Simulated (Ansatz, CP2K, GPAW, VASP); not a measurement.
Tl: 4 runs at one level of theory

```
CELL_PARAMETERS angstrom
3.45600 0.00000 0.00000
-1.72800 2.99298 0.00000
0.00000 0.00000 5.52500
ATOMIC_POSITIONS crystal
Tl 0.66667 0.33333 0.75000
Tl 0.33333 0.66667 0.25000
```

Alike in all runs: task single point; functional LDA; k mesh 9 × 9 × 5; occupations gaussian, width 0.1 eV; no spin polarisation; no spin-orbit coupling. LDA stands for any of its common fits. Pressure is positive in compression and, in plane waves, holds the error of the finite cutoff.

```csv
program and potentials,plane-wave cutoff (eV),notes,pressure (GPa)
"GPAW, the program's PAW data sets (release 1.2.1) made for this functional",600,-,-1.87
"VASP, LDA PAW files Tl_d, release 54, 520 eV",520,-,-1.51
"Ansatz, all-electron LAPW, scalar-relativistic",-,-,?
"CP2K, GTH_POTENTIALS Tl GTH-PADE-q13; TZVP-MOLOPT-PBE-GTH basis",-,atomic basis,-1.43
```

Task: Estimate from the other rows what the run with Ansatz, all-electron LAPW, scalar-relativistic gave.

Result: Pressure -1.55 GPa. The other rows, which needn't bracket it: pressure -1.87 to -1.43.
